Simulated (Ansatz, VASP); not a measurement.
Two plane-wave programs on NaF

POSCAR

```
NaF
1.0
    0.0000000000      2.4975475000      2.3233000000
    2.1490525000      0.0000000000      2.3233000000
    2.1490525000      2.4975475000      0.0000000000
Na F
1 1
Direct
    0.0000000000      0.0000000000      0.0000000000
    0.5000000000      0.5000000000      0.5000000000
```

INCAR.step1

```
ALGO = Normal
EDIFF = 1E-4
ENCUT = 520
GGA = PE
ISMEAR = 0
LASPH = T
LCHARG = F
LREAL = F
LWAVE = T
NBANDS = 14
NELM = 100
PREC = Accurate
SIGMA = 0.05
```

INCAR.step2

```
ALGO = Normal
EDIFF = 1E-6
ENCUT = 520
ISIF = 2
ISMEAR = 0
ISTART = 1
LASPH = T
LCHARG = F
LMIXTAU = T
LREAL = F
LWAVE = F
METAGGA = R2SCAN
NBANDS = 14
NELM = 100
PREC = Accurate
SIGMA = 0.05
```

The input KPOINTS:

```
k-points
0
Gamma
  8 8 8
```

Input for Ansatz:

```yaml
crystal:
  lattice:
    - [0.0, 2.4975475, 2.3233]
    - [2.1490525, 0.0, 2.3233]
    - [2.1490525, 2.4975475, 0.0]
  atoms:
    - { symbol: Na, position: [0.0, 0.0, 0.0] }
    - { symbol: F, position: [0.5, 0.5, 0.5] }
basis:
  ecutwfc: 500
kpoints:
  mp_grid: { grid: [8, 8, 8] }
hamiltonian:
  xc: r2scan
scf:
  occupations: { method: gaussian, width: 0.05 }
output:
  forces: true
  stress: true
  eigenvalues: true
```

Change from the starting cell: strain -0.0750 x Voigt [1, -1, 0, 0, 0, 0], atoms carried along.

Alike in both runs: task single point; functional r2SCAN; k mesh 8 × 8 × 8; occupations gaussian, width 0.05 eV; no spin polarisation.

```csv
,VASP,Ansatz
version,VASP 6.6.1,Ansatz 0.2.0
potentials or method,"VASP PAW PBE potentials, release 64 (Na_pv, F)","scalar-relativistic, plane waves, PAW"
plane-wave cutoff (eV),520,500
valence electrons in the cell,14,16
```

```csv
,VASP,Ansatz,Ansatz less VASP
gap on the k mesh at the Fermi level (eV),7.10,7.07,-0.024
least direct gap on the mesh (eV),7.10,7.07,-0.024
pressure (GPa),0.3,0.8,+0.45
largest component of the traceless stress (GPa),8.08,7.90,-0.183
```

With one functional, cell and mesh, what is left measures potentials, basis and numerics. The two sets of potentials don't hold the same shells in valence.

Caveats: the PAW data sets were made with another functional, which shifts forces and pressure a little (VASP).
